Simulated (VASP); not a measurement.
A run of VASP 6.6.1 is set up as follows.

INCAR

```
SYSTEM = PbSe
ALGO = Normal
EDIFF = 1E-6
EDIFFG = -0.01
ENCUT = 580
GGA = PE
IBRION = 2
ISIF = 3
ISMEAR = -1
LASPH = .TRUE.
LCHARG = .FALSE.
LREAL = .FALSE.
LWAVE = .FALSE.
NELM = 60
NSW = 40
PREC = Accurate
SIGMA = 0.05
```

The input KPOINTS:

```
k-points
0
G
  8 8 8
  0 0 0
```

The input POSCAR:

```
PbSe
1.0
    0.0000000000      3.0606500000      3.0606500000
    3.0606500000      0.0000000000      3.0606500000
    3.0606500000      3.0606500000      0.0000000000
Pb Se
1 1
Direct
    0.0000000000      0.0000000000      0.0000000000
    0.5000000000      0.5000000000      0.5000000000
```

Potentials or basis: VASP PAW PBE potentials, release 64 (Pb, Se).

Command:

```sh
$ cat potpaw_PBE.64/Pb/POTCAR potpaw_PBE.64/Se/POTCAR > POTCAR
$ mpirun -np 1 vasp_std > vasp.out
```

Task: What does it give for the relaxed volume?

Result: 29.87 Å³/atom.

Task: Predict the space group after relaxing (to 0.05 Å).

Result: Fm-3m (No. 225).

Task: Predict the band gap on the k mesh.

Result: 0.42 eV, direct.

Final structure:
```yaml
crystal:
  lattice:
    - [0.00000, 3.10263, 3.10263]
    - [3.10263, 0.00000, 3.10263]
    - [3.10263, 3.10263, 0.00000]
  atoms:
    - { symbol: Pb, position: [0.00000, 0.00000, 0.00000] }
    - { symbol: Se, position: [0.50000, 0.50000, 0.50000] }
```

Caveat: spin-orbit coupling is left out, which as a rule narrows the gap of such compounds by several tenths of an eV.

The cell as given is a measured one (28.67 Å³/atom); PBE puts the equilibrium volume +4.2 % from it, thermal expansion not counted.
